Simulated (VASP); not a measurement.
# Ga (I4/mmm) in VASP: notebook, part 2 of 2

VASP 6.6.1.

## (3) Single point, PBE

Contents of INCAR:

```
ADDGRID = False
ALGO = Normal
EDIFF = 1E-7
ENCUT = 700
GGA = PE
ISIF = 2
ISMEAR = 1
LASPH = True
LCHARG = False
LREAL = False
LWAVE = False
NELM = 100
PREC = Accurate
SIGMA = 0.1
```

Contents of KPOINTS:

```
k-points
0
Gamma
  17 17 17
```

Contents of POSCAR:

```
Ga
1.0
   -1.3843987196      1.3843987196      2.3112238365
    1.3843987196     -1.3843987196      2.3112238365
    1.3843987196      1.3843987196     -2.3112238365
Ga
1
Direct
    0.0000000000      0.0000000000      0.0000000000
```

Potentials or basis: VASP PAW PBE potentials, release 64 (Ga_d).

On the command line:

```sh
cat potpaw_PBE.64/Ga_d/POTCAR > POTCAR
mpirun -np 1 vasp_std > vasp.out
```

It took 38 s on 1 thread of Intel Xeon 6975P-C (Granite Rapids), shared host; peak memory 0.25 GiB.

These settings aren't checked as converged: the numbers below hold their error.

Results:

* Free energy: -2.8732 eV
* Pressure: 4.1 GPa
* Band gap on the k mesh: none (metal or under the smearing width)

## (4) Single point, PBE

INCAR, as its differences from that of step 3:

```diff
@@ -3,3 +3,3 @@
 EDIFF = 1E-7
-ENCUT = 700
+ENCUT = 300
 GGA = PE
@@ -13,2 +13,2 @@
 PREC = Accurate
-SIGMA = 0.1
+SIGMA = 0.15
```

Contents of KPOINTS:

```
k-points
0
Gamma
  8 8 8
```

POSCAR is that of step 3.

Potentials or basis: VASP PAW PBE potentials, release 64 (Ga_d).

On the command line:

```sh
cat potpaw_PBE.64/Ga_d/POTCAR > POTCAR
mpirun -np 1 vasp_std > vasp.out
```

OUTCAR:

```text
EDIFF = 1E-7
   ENCUT = 300
   GGA = PE
   ISIF = 2
   ISMEAR = 1
   LASPH = True
   LREAL = False
   NELM = 100
   PREC = Accurate

 Found     59 irreducible k-points:

 Following reciprocal coordinates:
            Coordinates               Weight
  0.000000  0.000000  0.000000      1.000000
  0.125000  0.000000 -0.000000      8.000000
  0.250000  0.000000 -0.000000      8.000000
  0.375000  0.000000 -0.000000      8.000000
  0.500000  0.000000 -0.000000      4.000000
  0.125000  0.125000 -0.000000      8.000000
   k-points           NKPTS =     59   k-points in BZ     NKDIM =     59   number of bands    NBANDS=     10
   number of dos      NEDOS =    301   number of ions     NIONS =      1
   total plane-waves  NPLWV =   5832
   dimension x,y,z NGX =    18 NGY =   18 NGZ =   18
   dimension x,y,z NGXF=    36 NGYF=   36 NGZF=   36
   ions per type =               1
   NGX,Y,Z   is equivalent  to a cutoff of   9.88,  9.88,  9.88 a.u.
   NGXF,Y,Z  is equivalent  to a cutoff of  19.76, 19.76, 19.76 a.u.
 SYSTEM =  unknown system
   PREC   = accura    normal or accurate (medium, high low for compatibility)
   ISTART =      0    job   : 0-new  1-cont  2-samecut
   ICHARG =      2    charge: 1-file 2-atom 10-const
   ISPIN  =      1    spin polarized calculation?
   LNONCOLLINEAR =      F non collinear calculations
   LSORBIT =      F    spin-orbit coupling
   LASPH  =      T    aspherical Exc in radial PAW
   ENCUT  =  300.0 eV  22.05 Ry    4.70 a.u.   4.28  4.28  4.28*2*pi/ulx,y,z
   NELM   =    100;   NELMIN=  2; NELMDL= -5     # of ELM steps
   EDIFF  = 0.1E-06   stopping-criterion for ELM
   LREAL  =      F    real-space projection
   EDIFFG = 0.1E-05   stopping-criterion for IOM
   NSW    =      0    number of steps for IOM
   IBRION =     -1    ionic relax: 0-MD 1-quasi-New 2-CG
   NFREE  =      0    steps in history (QN), initial steepest desc. (CG)
   ISIF   =      2    stress and relaxation
   ISYM   =      2    0-nonsym 1-usesym 2-fastsym
   POTIM  = 0.5000    time-step for ionic-motion
   TEBEG  =    0.0;   TEEND  =   0.0 temperature during run
   PSTRESS=    0.0 pullay stress
   NELECT =      13.0000    total number of electrons
   NUPDOWN=      -1.0000    fix difference up-down
   EMIN   =  10.00;   EMAX   =-10.00  energy-range for DOS
   EFERMI =   0.00;   METHOD = LEGACY
   ISMEAR =     1;   SIGMA  =   0.15  broadening in eV -4-tet -1-fermi 0-gaus
   EFERMI_NEDOS =   21; number of points for ismear=-14 and -15
   IALGO  =     38    algorithm
   IMIX   =      4    mixing-type and parameters
     AMIX     =   0.40;   BMIX     =  1.00
     AMIX_MAG =   1.60;   BMIX_MAG =  1.00
  volume/ion in A,a.u.               =      17.72       119.57
  Fermi-wavevector in a.u.,A,eV,Ry     =   1.476549  2.790273 29.663375  2.180197
  Thomas-Fermi vector in A             =   2.591062
   LORBIT       =      0    0 simple, 1 ext, 2 COOP (PROOUT), +10 PAW based schemes
   GGA     = PE    functional components
   LHFCALC =     F    Hartree Fock is set to
   AEXX    =    0.0000 exact exchange contribution
   IVDW    =     0    specifies the selected vdW correction
   LEPSILON=     F    determine dielectric tensor
   LRPA    =     F    only Hartree local field effects (RPA)
 non-spin polarized calculation
 Methfessel and Paxton  Order N= 1 SIGMA  =   0.15
  energy-cutoff  :      300.00
  volume of cell :       17.72
 maximum number of plane-waves:       220
 NGX is ok and might be reduce to    18
   NGX =  9   NGY =  9   NGZ =  9

 number of electron      12.9999979 magnetization

 Free energy of the ion-electron system (eV)
  ---------------------------------------------------
  ext. energy  EPLUGINS =         0.00000000
  ---------------------------------------------------
  free energy    TOTEN  =        -2.89908817 eV

  energy without entropy =       -2.89879295  energy(sigma->0) =       -2.89898976

 E-fermi :   6.3059     XC(G=0): -11.3326

 val. band max:        6.2710606744   @ k =  -0.2500   0.5000   0.2500
 cond. band min:       6.3175372555   @ k =  -0.3750   0.3750   0.3750
 fundamental gap:      0.0464765811
 Fermi energy:         6.3058717709

 k-point     1 :       0.0000    0.0000    0.0000
  band No.  band energies     occupation
      1      -8.9413      2.00000
      2      -8.7758      2.00000
      3      -8.7413      2.00000
      4      -8.7413      2.00000
      5      -8.5830      2.00000
      6      -5.3851      2.00000
      7      18.8500      0.00000
      8      19.1511      0.00000
      9      19.1511      0.00000
     10      22.5188      0.00000
[... 53 lines left out ...]
 k-point     6 :       0.1250    0.1250   -0.0000
  band No.  band energies     occupation
      1      -8.8937      2.00000
      2      -8.7816      2.00000
      3      -8.7389      2.00000
      4      -8.7018      2.00000
      5      -8.6062      2.00000
      6      -4.3005      2.00000
      7      14.1485      0.00000
      8      14.1964      0.00000
      9      16.9466      0.00000
     10      21.7072      0.00000

 [... further k-points ...]

------------------------ aborting loop because EDIFF is reached ----------------------------------------

  FORCE on cell =-STRESS in cart. coord.  units (eV):
  Direction    XX          YY          ZZ          XY          YZ          ZX
  --------------------------------------------------------------------------------------
  -------------------------------------------------------------------------------------
  Total        0.3916414      0.3916414      0.4495227      0.0000000      0.0000000      0.0000000
  in kB       35.4139829     35.4139829     40.6478702      0.0000000      0.0000000      0.0000000
  external PRESSURE =      37.1586120 kB  Pullay stress =       0.0000000 kB

 VOLUME and BASIS-vectors are now :
 -----------------------------------------------------------------------------
  energy-cutoff  :      300.00
  volume of cell :       17.72
      direct lattice vectors                 reciprocal lattice vectors
    -1.384398720  1.384398720  2.311223836     0.000000000  0.361167627  0.216335602
     1.384398720 -1.384398720  2.311223836     0.361167627  0.000000000  0.216335602
     1.384398720  1.384398720 -2.311223836     0.361167627  0.361167627  0.000000000

 POSITION                                       TOTAL-FORCE (eV/Angst)
 -----------------------------------------------------------------------------------
      0.00000      0.00000      0.00000         0.000000      0.000000      0.000000
 -----------------------------------------------------------------------------------
    total drift:                                0.000000     -0.000000      0.000000

  FREE ENERGIE OF THE ION-ELECTRON SYSTEM (eV)
  ---------------------------------------------------
  free  energy   TOTEN  =        -2.8990881659 eV

  energy  without entropy=       -2.8987929527  energy(sigma->0) =       -2.89898976
```

It took 2.9 s on 1 thread of Intel Xeon 6975P-C (Granite Rapids), shared host; peak memory 0.11 GiB.

The run converged, but some of its settings lie outside the range that counts as converged, so its numbers aren't taken as properties of the crystal.

What came out:

- Free energy: -2.8991 eV
- Band gap on the k mesh: none (metal or under the smearing width)

Caveat: the k mesh is coarse (spacing up to 0.40 Å⁻¹), so the values aren't converged; the cutoff is under 1.25 times the usual one of these potentials, so pressure, stress and relaxed cells hold a basis-set (Pulay) error.

## (5) Single point, PBE

INCAR, as its differences from that of step 4:

```diff
@@ -3,3 +3,3 @@
 EDIFF = 1E-7
-ENCUT = 300
+ENCUT = 350
 GGA = PE
```

KPOINTS is that of step 4.

POSCAR is that of step 4.

On the command line:

```sh
cat potpaw_PBE.64/Ga_d/POTCAR > POTCAR
mpirun -np 1 vasp_std > vasp.out
```

Run time: 2.9 s. Hardware: 1 thread of Intel Xeon 6975P-C (Granite Rapids), shared host; peak memory 0.11 GiB.

These settings aren't checked as converged: the numbers below hold their error.

Results:

```
Free energy            : -2.8980 eV
Pressure               : 3.5 GPa
Band gap on the k mesh : none (metal or under the smearing width)
```

Caveat: the k mesh is coarse (spacing up to 0.40 Å⁻¹), so the values aren't converged; the cutoff is under 1.25 times the usual one of these potentials, so pressure, stress and relaxed cells hold a basis-set (Pulay) error.

## (6) Single point, PBE

INCAR, as its differences from that of step 5:

```diff
@@ -3,3 +3,3 @@
 EDIFF = 1E-7
-ENCUT = 350
+ENCUT = 400
 GGA = PE
```

KPOINTS is that of step 5.

POSCAR is that of step 5.

Potentials or basis: VASP PAW PBE potentials, release 64 (Ga_d).

On the command line:

```sh
cat potpaw_PBE.64/Ga_d/POTCAR > POTCAR
mpirun -np 1 vasp_std > vasp.out
```

Run time: 3.3 s. Hardware: 1 thread of Intel Xeon 6975P-C (Granite Rapids), shared host; peak memory 0.12 GiB.

These settings aren't checked as converged: the numbers below hold their error.

What came out:

```
Free energy            : -2.8975 eV
Pressure               : 3.4 GPa
Band gap on the k mesh : none (metal or under the smearing width)
```

Caveat: the k mesh is coarse (spacing up to 0.40 Å⁻¹), so the values aren't converged.

## (7) The reference run

An earlier run on the cell as given: functional PBEsol; potentials or basis VASP PAW PBE potentials, release 64 (Ga_d); cutoff 520 eV; k mesh 13 × 13 × 13; occupations fermi-dirac, width 0.05 eV; no spin polarisation.

- Pressure: -0.2 GPa
- Band gap on the k mesh: none (metal or under the smearing width)
